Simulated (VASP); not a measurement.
# WSe2 in VASP: relaxation of cell and atoms with PBEsol+D3(BJ)

Aim: the relaxation of cell and atoms of WSe2 with PBEsol+D3(BJ).

Everything below comes from runs of VASP 6.6.1. Logs are shortened: lines on timing, memory, paths and dates and some standing lists are left out, and cuts for length are marked.

### Step 1. The sheet as given

The cell holds a sheet with vacuum, 3 atoms: a = 3.300 Å, b = 3.300 Å, c = 19.360 Å, α = 90.00°, β = 90.00°, γ = 120.00°.

The cell was built by a generator and needn't be a form met in nature.

### Step 2. Relaxation of cell and atoms, PBEsol+D3(BJ)

File INCAR:

```
PREC     = Accurate       # precision mode
ENCUT    = 600            # plane-wave cutoff, eV
EDIFF    = 1E-7           # SCF threshold, eV
ISMEAR   = 0              # smearing method
SIGMA    = 0.03           # smearing width, eV
LREAL    = F              # projectors in reciprocal space
LASPH    = T              # aspherical terms in the spheres
NELM     = 120            # most SCF steps
ALGO     = Fast           # electronic algorithm
ISIF     = 3              # what is computed and relaxed
LWAVE    = F              # write WAVECAR
LCHARG   = F              # write CHGCAR
GGA      = PS             # functional
IVDW     = 12             # dispersion correction
IBRION   = 2              # ionic algorithm
NSW      = 40             # ionic steps
EDIFFG   = -0.005         # ionic threshold
LATTICE_CONSTRAINTS= .TRUE. .TRUE. .FALSE.
KPAR     = 4
```

File KPOINTS:

```
regular mesh
0
Gamma
  12 12 1
```

File POSCAR:

```
WSe2
1.0
    3.3000000000      0.0000000000      0.0000000000
   -1.6500000000      2.8578838300      0.0000000000
    0.0000000000      0.0000000000     19.3600000000
Se W
2 1
Direct
    0.6666670000      0.3333330000      0.4132231400
    0.6666670000      0.3333330000      0.5867768600
    0.3333330000      0.6666670000      0.5000000000
```

Potentials or basis: VASP PAW PBE potentials, release 64 (Se, W_sv).

Started as:

```
$ cat potpaw_PBE.64/Se/POTCAR potpaw_PBE.64/W_sv/POTCAR > POTCAR
$ mpirun -np 4 vasp_std > vasp.out
```

OUTCAR:

```text
PREC = Accurate
   ENCUT = 600
   EDIFF = 1E-7
   ISMEAR = 0
   LREAL = F
   LASPH = T
   NELM = 120
   ISIF = 3
   GGA = PS
   IVDW = 12
   IBRION = 2
   NSW = 40
   EDIFFG = -0.005
 IVDW          = 12

 ion  position               nearest neighbor table
   1  0.667  0.333  0.413-   3 2.54   3 2.54   3 2.54
   2  0.667  0.333  0.587-   3 2.54   3 2.54   3 2.54
   3  0.333  0.667  0.500-   1 2.54   2 2.54   1 2.54   2 2.54   1 2.54   2 2.54

  LATTYP: Found a hexagonal cell.
 ALAT       =     3.3000000000
 C/A-ratio  =     5.8666666667

  Lattice vectors:

 A1 = (   3.3000000000,   0.0000000000,   0.0000000000)
 A2 = (  -1.6500000000,   2.8578838300,   0.0000000000)
 A3 = (   0.0000000000,   0.0000000000,  19.3600000000)

Analysis of symmetry for initial positions (statically):
=====================================================================
 Subroutine PRICEL returns:
 Original cell was already a primitive cell.

 Routine SETGRP: Setting up the symmetry group for a
 hexagonal supercell.

 Subroutine GETGRP returns: Found 12 space group operations
 (whereof 12 operations were pure point group operations)
 out of a pool of 24 trial point group operations.

The static configuration has the point symmetry D_3h.

Analysis of symmetry for dynamics (positions and initial velocities):
=====================================================================
 Subroutine PRICEL returns:
 Original cell was already a primitive cell.

 Routine SETGRP: Setting up the symmetry group for a
 hexagonal supercell.

 Subroutine GETGRP returns: Found 12 space group operations
 (whereof 12 operations were pure point group operations)
 out of a pool of 24 trial point group operations.

The dynamic configuration has the point symmetry D_3h.

 Subroutine INISYM returns: Found 12 space group operations
 (whereof 12 operations are pure point group operations),
 and found     1 'primitive' translations

----------------------------------------------------------------------------------------

                                     Primitive cell

  volume of cell :     182.5845

  direct lattice vectors                    reciprocal lattice vectors
     3.300000000  0.000000000  0.000000000     0.303030303  0.174954627  0.000000000
    -1.650000000  2.857883830  0.000000000     0.000000000  0.349909254  0.000000000
     0.000000000  0.000000000 19.360000000     0.000000000  0.000000000  0.051652893

  length of vectors
     3.300000000  3.299999998 19.360000000     0.349909254  0.349909254  0.051652893

  position of ions in fractional coordinates (direct lattice)
     0.666667000  0.333333000  0.413223140
     0.666667000  0.333333000  0.586776860
     0.333333000  0.666667000  0.500000000

  ion indices of the primitive-cell ions
   primitive index   ion index
                 1           1
                 2           2
                 3           3

----------------------------------------------------------------------------------------

 KPOINTS: regular mesh

Automatic generation of k-mesh.
 Grid dimensions read from file:
 generate k-points for:   12   12    1

 Generating k-lattice:

  Cartesian coordinates                     Fractional coordinates (reciprocal lattice)
     0.025252525  0.014579552  0.000000000     0.083333333  0.000000000  0.000000000
     0.000000000  0.029159105  0.000000000     0.000000000  0.083333333  0.000000000
     0.000000000  0.000000000  0.051652893     0.000000000  0.000000000  1.000000000

  Length of vectors
     0.029159105  0.029159105  0.051652893

  Shift w.r.t. Gamma in fractional coordinates (k-lattice)
     0.000000000  0.000000000  0.000000000

 Subroutine IBZKPT returns following result:
 ===========================================

 Found     19 irreducible k-points:

 Following reciprocal coordinates:
            Coordinates               Weight
  0.000000  0.000000  0.000000      1.000000
  0.083333 -0.000000  0.000000      6.000000
  0.166667 -0.000000  0.000000      6.000000
  0.250000 -0.000000  0.000000      6.000000
  0.333333 -0.000000  0.000000      6.000000
  0.416667 -0.000000  0.000000      6.000000
[... 11 lines left out ...]
  0.333333  0.250000  0.000000     12.000000
  0.333333  0.333333  0.000000      2.000000
   k-points           NKPTS =     19   k-points in BZ     NKDIM =     19   number of bands    NBANDS=     17
   number of dos      NEDOS =    301   number of ions     NIONS =      3
   total plane-waves  NPLWV = 125440
   dimension x,y,z NGX =    28 NGY =   28 NGZ =  160
   dimension x,y,z NGXF=    56 NGYF=   56 NGZF=  320
   ions per type =               2   1
   NGX,Y,Z   is equivalent  to a cutoff of  14.11, 14.11, 13.74 a.u.
   NGXF,Y,Z  is equivalent  to a cutoff of  28.21, 28.21, 27.48 a.u.
 SYSTEM =  unknown system
   PREC   = accura    normal or accurate (medium, high low for compatibility)
   ISTART =      0    job   : 0-new  1-cont  2-samecut
   ICHARG =      2    charge: 1-file 2-atom 10-const
   ISPIN  =      1    spin polarized calculation?
   LNONCOLLINEAR =      F non collinear calculations
   LSORBIT =      F    spin-orbit coupling
   LASPH  =      T    aspherical Exc in radial PAW
   ENCUT  =  600.0 eV  44.10 Ry    6.64 a.u.   6.59  6.59 38.67*2*pi/ulx,y,z
   NELM   =    120;   NELMIN=  2; NELMDL= -5     # of ELM steps
   EDIFF  = 0.1E-06   stopping-criterion for ELM
   LREAL  =      F    real-space projection
   EDIFFG = -.5E-02   stopping-criterion for IOM
   NSW    =     40    number of steps for IOM
   IBRION =      2    ionic relax: 0-MD 1-quasi-New 2-CG
   NFREE  =      1    steps in history (QN), initial steepest desc. (CG)
   ISIF   =      3    stress and relaxation
   ISYM   =      2    0-nonsym 1-usesym 2-fastsym
   POTIM  = 0.5000    time-step for ionic-motion
   TEBEG  =    0.0;   TEEND  =   0.0 temperature during run
   PSTRESS=    0.0 pullay stress
   NELECT =      26.0000    total number of electrons
   NUPDOWN=      -1.0000    fix difference up-down
   EMIN   =  10.00;   EMAX   =-10.00  energy-range for DOS
   EFERMI =   0.00;   METHOD = LEGACY
   ISMEAR =     0;   SIGMA  =   0.03  broadening in eV -4-tet -1-fermi 0-gaus
   EFERMI_NEDOS =   21; number of points for ismear=-14 and -15
   IALGO  =     68    algorithm
   IMIX   =      4    mixing-type and parameters
     AMIX     =   0.40;   BMIX     =  1.00
     AMIX_MAG =   1.60;   BMIX_MAG =  1.00
  volume/ion in A,a.u.               =      60.86       410.71
  Fermi-wavevector in a.u.,A,eV,Ry     =   0.854892  1.615512  9.943690  0.730841
  Thomas-Fermi vector in A             =   1.971558
   LORBIT       =      0    0 simple, 1 ext, 2 COOP (PROOUT), +10 PAW based schemes
   GGA     = PS    functional components
   LHFCALC =     F    Hartree Fock is set to
   AEXX    =    0.0000 exact exchange contribution
   IVDW    =    12    specifies the selected vdW correction
   LEPSILON=     F    determine dielectric tensor
   LRPA    =     F    only Hartree local field effects (RPA)
 conjugate gradient relaxation of ions
 non-spin polarized calculation
 RMM-DIIS sequential band-by-band and
 Gauss-broadening in eV      SIGMA  =   0.03
  energy-cutoff  :      600.00
  volume of cell :      182.58
 maximum number of plane-waves:      6165
 NGX is ok and might be reduce to    28
   NGX = 13   NGY = 13   NGZ = 77

--------------------------------------- Ionic step        1  -------------------------------------------

 number of electron      25.9999999 magnetization

 Free energy of the ion-electron system (eV)
  ---------------------------------------------------
  ext. energy  EPLUGINS =         0.00000000
  ---------------------------------------------------
  free energy    TOTEN  =       -23.22567099 eV

  energy without entropy =      -23.22567099  energy(sigma->0) =      -23.22567099

------------------------ aborting loop because EDIFF is reached ----------------------------------------

 Edisp (eV)   -0.84559

 E8    (eV) :    -0.5889

  FORCE on cell =-STRESS in cart. coord.  units (eV):
  Direction    XX          YY          ZZ          XY          YZ          ZX
  --------------------------------------------------------------------------------------
  -------------------------------------------------------------------------------------
  Total      -1.91570    -1.91570    -1.11275     0.00000     0.00000    -0.00000
  in kB     -16.81029   -16.81029    -9.76435     0.00000     0.00000    -0.00000
  external pressure =      -14.46 kB  Pullay stress =        0.00 kB
[... 100 lines left out ...]
  FREE ENERGIE OF THE ION-ELECTRON SYSTEM (eV)
  ---------------------------------------------------
  free  energy   TOTEN  =       -24.1024830213 eV

  energy  without entropy=      -24.1024830213  energy(sigma->0) =      -24.10248302

[... ionic steps 4 to 7 ...]

--------------------------------------- Ionic step        8  -------------------------------------------

 number of electron      26.0000001 magnetization

------------------------ aborting loop because EDIFF is reached ----------------------------------------

 Edisp (eV)   -0.87647

 E8    (eV) :    -0.6104
[... 71 lines left out ...]
  energy  without entropy=      -24.1040933347  energy(sigma->0) =      -24.10409333

--------------------------------------- Ionic step       10  -------------------------------------------

 number of electron      26.0000001 magnetization

 Free energy of the ion-electron system (eV)
  ---------------------------------------------------
  ext. energy  EPLUGINS =         0.00000000
  ---------------------------------------------------
  free energy    TOTEN  =       -23.22801161 eV

  energy without entropy =      -23.22801161  energy(sigma->0) =      -23.22801161

 E-fermi :  -1.0646     XC(G=0):  -4.2063

 val. band max:       -1.3366269728   @ k =   0.3333   0.3333   0.0000
 cond. band min:       0.3039168208   @ k =   0.1667   0.1667   0.0000
 fundamental gap:      1.6405437936
 Fermi energy:        -1.0646215852

 k-point     1 :       0.0000    0.0000    0.0000
  band No.  band energies     occupation
      1     -75.2519      2.00000
      2     -39.5384      2.00000
      3     -39.3579      2.00000
      4     -39.3579      2.00000
      5     -16.3204      2.00000
      6     -15.0315      2.00000
[... 9 lines left out ...]
     16       1.9763      0.00000
     17       1.9763      0.00000
[... 392 lines left out ...]
  FREE ENERGIE OF THE ION-ELECTRON SYSTEM (eV)
  ---------------------------------------------------
  free  energy   TOTEN  =       -24.1041013123 eV

  energy  without entropy=      -24.1041013123  energy(sigma->0) =      -24.10410131

 reached required accuracy - stopping structural energy minimisation
```

It took 2 min on 4 MPI ranks of Intel Xeon 6975P-C (Granite Rapids), shared host; peak memory 0.43 GiB.

What came out:

```yaml
Free_energy: -24.1041 eV
Relaxed_volume: 58.77 Å³/atom
Relaxed_cell: a = 3.243 Å, b = 3.243 Å, c = 19.360 Å, α = 90.00°, β = 90.00°, γ = 120.00°
Space_group_after_relaxing_to_0.05_Å: P-6m2 (No. 187)
Energy_gained_by_relaxing: 10.9 meV/atom
Ionic_steps: 10
Band_gap_on_the_k_mesh: 1.64 eV, indirect (least direct gap 1.81 eV)
Dispersion_energy_per_atom: -0.292 eV
```

The path:
```
step  energy change (eV)  largest force (eV/Å)  pressure (GPa)  volume (Å³)
   1              0.0000                0.3266           -1.45       182.58
   2              0.0099                0.7044            2.08       171.51
   3             -0.0312                0.1309            0.08       177.31
   4             -0.0312                0.1404            0.11       177.20
   5             -0.0325                0.0693            0.06       176.70
   6             -0.0328                0.0103            0.02       176.28
   7             -0.0328                0.0072            0.02       176.26
   8             -0.0328                0.0046            0.02       176.24
   9             -0.0328                0.0090           -0.03       176.39
  10             -0.0328                0.0019            0.00       176.31
```

Final structure:
```yaml
crystal:
  lattice:
    - [3.24279, 0.00000, 0.00000]
    - [-1.62139, 2.80834, 0.00000]
    - [0.00000, 0.00000, 19.36000]
  atoms:
    - { symbol: Se, position: [0.66667, 0.33333, 0.41305] }
    - { symbol: Se, position: [0.66667, 0.33333, 0.58695] }
    - { symbol: W, position: [0.33333, 0.66667, 0.50000] }
```

Caveat: the PAW data sets were made with another functional, which shifts forces and pressure a little; spin-orbit coupling is left out, which moves the levels of the heavy elements. Expect the measured gap to be larger: semilocal functionals such as PBEsol lack the derivative discontinuity.
